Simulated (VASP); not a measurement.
# TaN in VASP: further runs

The runs below take TaN through single point, with PBE.

All numbers are computed with VASP 6.6.1; they aren't measurements. Logs are shortened: lines on timing, memory, paths and dates and some standing lists are left out, and cuts for length are marked.

## (1) The structure

The cell holds a slab with vacuum, 10 atoms: a = 2.883 Å, b = 2.938 Å, c = 19.026 Å, α = 90.00°, β = 90.00°, γ = 90.00°.

## (2) Single point, PBE

INCAR reads:

```
SYSTEM = TaN
ALGO = Normal ; DIPOL = 0.5 0.5 0.500
EDIFF = 1E-7 ; ENCUT = 460
GGA = PE ; IDIPOL = 3
ISIF = 2 ; ISMEAR = 1
LASPH = .True. ; LCHARG = .False.
LDIPOL = .True. ; LREAL = .False.
LVACPOTAV = .True. ; LVHAR = .True.
LWAVE = .False. ; NBANDS = 58
NELM = 120 ; PREC = Accurate
SIGMA = 0.1
```

KPOINTS reads:

```
k-points
0
Gamma
  11 11 1
  0 0 0
```

POSCAR reads:

```
TaN
1.0
    2.8830000000      0.0000000000      0.0000000000
    0.0000000000      2.9379988584      0.0000000000
    0.0000000000      0.0000000000     19.0256538065
N Ta
5 5
Direct
    0.0000000000      0.5000000000      0.2102424464
    0.0000000000      0.0000000000      0.3439767019
    0.0000000000      0.5000000000      0.4777109574
    0.0000000000      0.0000000000      0.6114452129
    0.0000000000      0.5000000001      0.7451794685
    0.5000000000      0.0000000001      0.2548205315
    0.5000000000      0.5000000001      0.3885547871
    0.5000000000      0.0000000001      0.5222890426
    0.5000000000      0.5000000001      0.6560232981
    0.5000000000      0.0000000001      0.7897575536
```

Potentials or basis: VASP PAW PBE potentials, release 64 (N, Ta_pv).

Command:

```console
cat potpaw_PBE.64/N/POTCAR potpaw_PBE.64/Ta_pv/POTCAR > POTCAR
mpirun -np 1 vasp_std > vasp.out
```

OUTCAR:

```text
SYSTEM = TaN
   EDIFF = 1E-7
   ENCUT = 460
   GGA = PE
   ISIF = 2
   ISMEAR = 1
   LASPH = .True.
   LREAL = .False.
   NELM = 120
   PREC = Accurate

 Found     36 irreducible k-points:

 Following reciprocal coordinates:
            Coordinates               Weight
  0.000000  0.000000  0.000000      1.000000
  0.090909  0.000000  0.000000      2.000000
  0.181818  0.000000  0.000000      2.000000
  0.272727  0.000000  0.000000      2.000000
  0.363636  0.000000  0.000000      2.000000
  0.454545  0.000000  0.000000      2.000000
   k-points           NKPTS =     36   k-points in BZ     NKDIM =     36   number of bands    NBANDS=     58
   number of dos      NEDOS =    301   number of ions     NIONS =     10
   total plane-waves  NPLWV =  67200
   dimension x,y,z NGX =    20 NGY =   24 NGZ =  140
   dimension x,y,z NGXF=    40 NGYF=   48 NGZF=  280
   ions per type =               5   5
   NGX,Y,Z   is equivalent  to a cutoff of  11.53, 13.58, 12.23 a.u.
   NGXF,Y,Z  is equivalent  to a cutoff of  23.07, 27.16, 24.47 a.u.
 SYSTEM =  TaN
   PREC   = accura    normal or accurate (medium, high low for compatibility)
   ISTART =      0    job   : 0-new  1-cont  2-samecut
   ICHARG =      2    charge: 1-file 2-atom 10-const
   ISPIN  =      1    spin polarized calculation?
   LNONCOLLINEAR =      F non collinear calculations
   LSORBIT =      F    spin-orbit coupling
   LASPH  =      T    aspherical Exc in radial PAW
   ENCUT  =  460.0 eV  33.81 Ry    5.81 a.u.   5.04  5.14 33.27*2*pi/ulx,y,z
   NELM   =    120;   NELMIN=  2; NELMDL= -5     # of ELM steps
   EDIFF  = 0.1E-06   stopping-criterion for ELM
   LREAL  =      F    real-space projection
   EDIFFG = 0.1E-05   stopping-criterion for IOM
   NSW    =      0    number of steps for IOM
   IBRION =     -1    ionic relax: 0-MD 1-quasi-New 2-CG
   NFREE  =      0    steps in history (QN), initial steepest desc. (CG)
   ISIF   =      2    stress and relaxation
   ISYM   =      2    0-nonsym 1-usesym 2-fastsym
   POTIM  = 0.5000    time-step for ionic-motion
   TEBEG  =    0.0;   TEEND  =   0.0 temperature during run
   PSTRESS=    0.0 pullay stress
   NELECT =      80.0000    total number of electrons
   NUPDOWN=      -1.0000    fix difference up-down
   EMIN   =  10.00;   EMAX   =-10.00  energy-range for DOS
   EFERMI =   0.00;   METHOD = LEGACY
   ISMEAR =     1;   SIGMA  =   0.10  broadening in eV -4-tet -1-fermi 0-gaus
   EFERMI_NEDOS =   21; number of points for ismear=-14 and -15
   IALGO  =     38    algorithm
   IMIX   =      4    mixing-type and parameters
     AMIX     =   0.40;   BMIX     =  1.00
     AMIX_MAG =   1.60;   BMIX_MAG =  1.00
  volume/ion in A,a.u.               =      16.12       108.75
  Fermi-wavevector in a.u.,A,eV,Ry     =   1.296262  2.449580 22.861813  1.680296
  Thomas-Fermi vector in A             =   2.427730
   LORBIT       =      0    0 simple, 1 ext, 2 COOP (PROOUT), +10 PAW based schemes
   GGA     = PE    functional components
   LHFCALC =     F    Hartree Fock is set to
   AEXX    =    0.0000 exact exchange contribution
   IVDW    =     0    specifies the selected vdW correction
   LEPSILON=     F    determine dielectric tensor
   LRPA    =     F    only Hartree local field effects (RPA)
 non-spin polarized calculation
 Methfessel and Paxton  Order N= 1 SIGMA  =   0.10
  energy-cutoff  :      460.00
  volume of cell :      161.15
 maximum number of plane-waves:      3636
   NGX = 11   NGY = 11   NGZ = 67

 dipolmoment           0.000000      0.000000      0.023503 electrons x Angstroem

 number of electron      80.0000013 magnetization

 dipolmoment           0.000000      0.000000     -0.059448 electrons x Angstroem

 Free energy of the ion-electron system (eV)
  ---------------------------------------------------
  ext. energy  EPLUGINS =         0.00000000
  ---------------------------------------------------
  free energy    TOTEN  =      -109.00631446 eV

  energy without entropy =     -109.00784268  energy(sigma->0) =     -109.00682387

 E-fermi :   3.3390     XC(G=0):  -9.9125

 val. band max:        3.3332345174   @ k =   0.1818   0.4545   0.0000
 cond. band min:       3.3441004956   @ k =   0.0000   0.3636   0.0000
 fundamental gap:      0.0108659781
 Fermi energy:         3.3390375219

 k-point     1 :       0.0000    0.0000    0.0000
  band No.  band energies     occupation
      1     -31.9527      2.00000
      2     -31.6797      2.00000
      3     -31.4658      2.00000
      4     -31.3404      2.00000
      5     -31.2733      2.00000
      6     -31.2317      2.00000
[... 44 lines left out ...]
     51       7.2648      0.00000
     52       7.3895      0.00000

 k-point     2 :       0.0909    0.0000    0.0000
  band No.  band energies     occupation
      1     -31.9408      2.00000
      2     -31.6692      2.00000
      3     -31.4580      2.00000
      4     -31.3473      2.00000
      5     -31.3333      2.00000
      6     -31.2737      2.00000
[... 44 lines left out ...]
     51       7.1864      0.00000
     52       7.4933      0.00000

 k-point     3 :       0.1818    0.0000    0.0000
  band No.  band energies     occupation
      1     -31.9088      2.00000
      2     -31.6429      2.00000
      3     -31.5467      2.00000
      4     -31.4553      2.00000
      5     -31.4308      2.00000
      6     -31.3972      2.00000
[... 44 lines left out ...]
     51       7.2816      0.00000
     52       7.4655      0.00000

 k-point     4 :       0.2727    0.0000    0.0000
  band No.  band energies     occupation
      1     -31.8677      2.00000
      2     -31.7975      2.00000
      3     -31.6908      2.00000
      4     -31.6346      2.00000
      5     -31.5926      2.00000
      6     -31.4425      2.00000
[... 44 lines left out ...]
     51       7.0561      0.00000
     52       7.9983      0.00000

 k-point     5 :       0.3636    0.0000    0.0000
  band No.  band energies     occupation
      1     -32.0178      2.00000
      2     -31.9027      2.00000
      3     -31.8399      2.00000
      4     -31.8180      2.00000
      5     -31.6481      2.00000
      6     -31.5620      2.00000
[... 44 lines left out ...]
     51       7.3275      0.00000
     52       7.7133      0.00000

 k-point     6 :       0.4545    0.0000    0.0000
  band No.  band energies     occupation
      1     -32.1452      2.00000
      2     -32.0211      2.00000
      3     -31.9548      2.00000
      4     -31.8001      2.00000
      5     -31.7702      2.00000
      6     -31.5416      2.00000
[... 44 lines left out ...]
     51       7.4138      0.00000
     52       7.5920      0.00000

 [... further k-points ...]

 [bands above 52 left out]

------------------------ aborting loop because EDIFF is reached ----------------------------------------

  FORCE on cell =-STRESS in cart. coord.  units (eV):
  Direction    XX          YY          ZZ          XY          YZ          ZX
  --------------------------------------------------------------------------------------
  -------------------------------------------------------------------------------------
  Total       -3.6297631     -5.1202661      1.5549272      0.0000000      0.0000000      0.0000000
  in kB      -36.0871849    -50.9057991     15.4591206      0.0000000      0.0000000      0.0000000
  external PRESSURE =     -23.8446211 kB  Pullay stress =       0.0000000 kB

 VOLUME and BASIS-vectors are now :
 -----------------------------------------------------------------------------
  energy-cutoff  :      460.00
  volume of cell :      161.15
      direct lattice vectors                 reciprocal lattice vectors
     2.883000000  0.000000000  0.000000000     0.346860909  0.000000000  0.000000000
     0.000000000  2.937998858  0.000000000     0.000000000  0.340367729  0.000000000
     0.000000000  0.000000000 19.025653806     0.000000000  0.000000000  0.052560612

 POSITION                                       TOTAL-FORCE (eV/Angst)
 -----------------------------------------------------------------------------------
      0.00000      1.46900      4.00000         0.000000      0.000000      2.759845
      0.00000      0.00000      6.54438         0.000000      0.000000      0.084353
      0.00000      1.46900      9.08876         0.000000      0.000000      0.108833
      0.00000      0.00000     11.63314         0.000000      0.000000      0.024316
      0.00000      1.46900     14.17753         0.000000      0.000000     -0.266776
      1.44150      0.00000      4.84813         0.000000      0.000000     -3.492245
      1.44150      1.46900      7.39251         0.000000      0.000000      0.210809
      1.44150      0.00000      9.93689         0.000000      0.000000     -0.105966
      1.44150      1.46900     12.48127         0.000000      0.000000      0.308205
      1.44150      0.00000     15.02565         0.000000      0.000000      0.368627
 -----------------------------------------------------------------------------------
    total drift:                               -0.000000     -0.000000     -0.002471

  FREE ENERGIE OF THE ION-ELECTRON SYSTEM (eV)
  ---------------------------------------------------
  free  energy   TOTEN  =      -109.0063144648 eV

  energy  without entropy=     -109.0078426777  energy(sigma->0) =     -109.00682387
```

It took 11 min on 1 thread of Intel Xeon Platinum 8488C (Sapphire Rapids), shared host; peak memory 0.37 GiB.

The run converged, but some of its settings lie outside the range that counts as converged, so its numbers aren't taken as properties of the slab.

Results:

- Free energy: -109.0063 eV
- Largest force: 3.492 eV/Å
- Band gap on the k mesh: none (metal or under the smearing width)

Caveat: the cutoff is under 1.25 times the usual one of these potentials, so pressure, stress and relaxed cells hold a basis-set (Pulay) error.

## (3) Single point, PBE

This run uses another cell than the first one, of 17.81 Å³/atom, 1.105 times its volume.

INCAR is that of step 2.

KPOINTS is that of step 2.

POSCAR reads:

```
TaN
1.0
    2.8830000000      0.0000000000      0.0000000000
    0.0000000000      2.9379988584      0.0000000000
    0.0000000000      0.0000000000     21.0256538065
N Ta
5 5
Direct
    0.0000000000      0.5000000000      0.2378047335
    0.0000000000      0.0000000000      0.3588179334
    0.0000000000      0.5000000000      0.4798311333
    0.0000000000      0.0000000000      0.6008443333
    0.0000000000      0.5000000001      0.7218575332
    0.5000000000      0.0000000001      0.2781424668
    0.5000000000      0.5000000001      0.3991556667
    0.5000000000      0.0000000001      0.5201688667
    0.5000000000      0.5000000001      0.6411820666
    0.5000000000      0.0000000001      0.7621952665
```

Potentials or basis: VASP PAW PBE potentials, release 64 (N, Ta_pv).

Command:

```console
cat potpaw_PBE.64/N/POTCAR potpaw_PBE.64/Ta_pv/POTCAR > POTCAR
mpirun -np 1 vasp_std > vasp.out
```

OUTCAR:

```text
SYSTEM = TaN
   EDIFF = 1E-7
   ENCUT = 460
   GGA = PE
   ISIF = 2
   ISMEAR = 1
   LASPH = .True.
   LREAL = .False.
   NELM = 120
   PREC = Accurate

 Found     36 irreducible k-points:

 Following reciprocal coordinates:
            Coordinates               Weight
  0.000000  0.000000  0.000000      1.000000
  0.090909  0.000000  0.000000      2.000000
  0.181818  0.000000  0.000000      2.000000
  0.272727  0.000000  0.000000      2.000000
  0.363636  0.000000  0.000000      2.000000
  0.454545  0.000000  0.000000      2.000000
   k-points           NKPTS =     36   k-points in BZ     NKDIM =     36   number of bands    NBANDS=     58
   number of dos      NEDOS =    301   number of ions     NIONS =     10
   total plane-waves  NPLWV =  72000
   dimension x,y,z NGX =    20 NGY =   24 NGZ =  150
   dimension x,y,z NGXF=    40 NGYF=   48 NGZF=  300
   ions per type =               5   5
   NGX,Y,Z   is equivalent  to a cutoff of  11.53, 13.58, 11.86 a.u.
   NGXF,Y,Z  is equivalent  to a cutoff of  23.07, 27.16, 23.72 a.u.
 SYSTEM =  TaN
   PREC   = accura    normal or accurate (medium, high low for compatibility)
   ISTART =      0    job   : 0-new  1-cont  2-samecut
   ICHARG =      2    charge: 1-file 2-atom 10-const
   ISPIN  =      1    spin polarized calculation?
   LNONCOLLINEAR =      F non collinear calculations
   LSORBIT =      F    spin-orbit coupling
   LASPH  =      T    aspherical Exc in radial PAW
   ENCUT  =  460.0 eV  33.81 Ry    5.81 a.u.   5.04  5.14 36.77*2*pi/ulx,y,z
   NELM   =    120;   NELMIN=  2; NELMDL= -5     # of ELM steps
   EDIFF  = 0.1E-06   stopping-criterion for ELM
   LREAL  =      F    real-space projection
   EDIFFG = 0.1E-05   stopping-criterion for IOM
   NSW    =      0    number of steps for IOM
   IBRION =     -1    ionic relax: 0-MD 1-quasi-New 2-CG
   NFREE  =      0    steps in history (QN), initial steepest desc. (CG)
   ISIF   =      2    stress and relaxation
   ISYM   =      2    0-nonsym 1-usesym 2-fastsym
   POTIM  = 0.5000    time-step for ionic-motion
   TEBEG  =    0.0;   TEEND  =   0.0 temperature during run
   PSTRESS=    0.0 pullay stress
   NELECT =      80.0000    total number of electrons
   NUPDOWN=      -1.0000    fix difference up-down
   EMIN   =  10.00;   EMAX   =-10.00  energy-range for DOS
[... 22 lines left out ...]
   NGX = 11   NGY = 11   NGZ = 73

 dipolmoment           0.000000      0.000000      0.076444 electrons x Angstroem

 number of electron      80.0000011 magnetization

 dipolmoment           0.000000      0.000000     -0.056215 electrons x Angstroem

 Free energy of the ion-electron system (eV)
  ---------------------------------------------------
  ext. energy  EPLUGINS =         0.00000000
  ---------------------------------------------------
  free energy    TOTEN  =      -109.00634417 eV

  energy without entropy =     -109.00788022  energy(sigma->0) =     -109.00685618

 E-fermi :   2.4566     XC(G=0):  -9.0182

 val. band max:        2.4510503997   @ k =   0.1818   0.4545   0.0000
 cond. band min:       2.4617201014   @ k =   0.0000   0.3636   0.0000
 fundamental gap:      0.0106697017
 Fermi energy:         2.4566119234

 k-point     1 :       0.0000    0.0000    0.0000
  band No.  band energies     occupation
      1     -32.8354      2.00000
      2     -32.5624      2.00000
      3     -32.3486      2.00000
      4     -32.2233      2.00000
      5     -32.1561      2.00000
      6     -32.1145      2.00000
[... 319 lines left out ...]
     51       6.5313      0.00000
     52       6.7101      0.00000

 [... further k-points ...]

 [bands above 52 left out]

------------------------ aborting loop because EDIFF is reached ----------------------------------------

  FORCE on cell =-STRESS in cart. coord.  units (eV):
  Direction    XX          YY          ZZ          XY          YZ          ZX
  --------------------------------------------------------------------------------------
  -------------------------------------------------------------------------------------
  Total       -3.6236187     -5.1193356      1.5431188      0.0000000      0.0000000      0.0000000
  in kB      -32.5992265    -46.0551717     13.8823878      0.0000000      0.0000000      0.0000000
  external PRESSURE =     -21.5906701 kB  Pullay stress =       0.0000000 kB

 VOLUME and BASIS-vectors are now :
 -----------------------------------------------------------------------------
  energy-cutoff  :      460.00
  volume of cell :      178.09
      direct lattice vectors                 reciprocal lattice vectors
     2.883000000  0.000000000  0.000000000     0.346860909  0.000000000  0.000000000
     0.000000000  2.937998858  0.000000000     0.000000000  0.340367729  0.000000000
     0.000000000  0.000000000 21.025653806     0.000000000  0.000000000  0.047560947

 POSITION                                       TOTAL-FORCE (eV/Angst)
 -----------------------------------------------------------------------------------
      0.00000      1.46900      5.00000         0.000000      0.000000      2.757267
      0.00000      0.00000      7.54438         0.000000      0.000000      0.084145
      0.00000      1.46900     10.08876         0.000000      0.000000      0.108396
      0.00000      0.00000     12.63314         0.000000      0.000000      0.024017
      0.00000      1.46900     15.17753         0.000000      0.000000     -0.266620
      1.44150      0.00000      5.84813         0.000000      0.000000     -3.489070
      1.44150      1.46900      8.39251         0.000000      0.000000      0.209915
      1.44150      0.00000     10.93689         0.000000      0.000000     -0.105932
      1.44150      1.46900     13.48127         0.000000      0.000000      0.308484
      1.44150      0.00000     16.02565         0.000000      0.000000      0.369399
 -----------------------------------------------------------------------------------
    total drift:                               -0.000000     -0.000000     -0.000291

  FREE ENERGIE OF THE ION-ELECTRON SYSTEM (eV)
  ---------------------------------------------------
  free  energy   TOTEN  =      -109.0063441677 eV

  energy  without entropy=     -109.0078802151  energy(sigma->0) =     -109.00685618
```

OSZICAR:

```text
N       E                     dE             d eps       ncg     rms          rms(c)
DAV:   1     0.741334178283E+03    0.74133E+03   -0.41006E+04  4424   0.124E+03
DAV:   2    -0.682979523191E+02   -0.80963E+03   -0.77298E+03  4816   0.392E+02
[... 30 lines left out ...]
DAV:  33    -0.109006338774E+03   -0.91517E-05   -0.17350E-05  5230   0.243E-02    0.146E-02
DAV:  34    -0.109006338188E+03    0.58638E-06   -0.14087E-05  5102   0.237E-02    0.117E-02
DAV:  35    -0.109006341049E+03   -0.28613E-05   -0.52217E-06  5388   0.132E-02    0.923E-03
DAV:  36    -0.109006341800E+03   -0.75099E-06   -0.41166E-06  4916   0.956E-03    0.977E-03
DAV:  37    -0.109006344177E+03   -0.23768E-05   -0.30442E-06  4782   0.857E-03    0.422E-03
DAV:  38    -0.109006344168E+03    0.92969E-08   -0.34855E-07  4890   0.269E-03
   1 F= -.10900634E+03 E0= -.10900686E+03  d E =0.153605E-02
```

Run time: 12 min. Hardware: 1 thread of Intel Xeon Platinum 8488C (Sapphire Rapids), shared host; peak memory 0.39 GiB.

These settings aren't checked as converged: the numbers below hold their error.

Results:

```
Free energy            : -109.0063 eV
Largest force          : 3.489 eV/Å
Band gap on the k mesh : none (metal or under the smearing width)
```

Caveat: the cutoff is under 1.25 times the usual one of these potentials, so pressure, stress and relaxed cells hold a basis-set (Pulay) error.
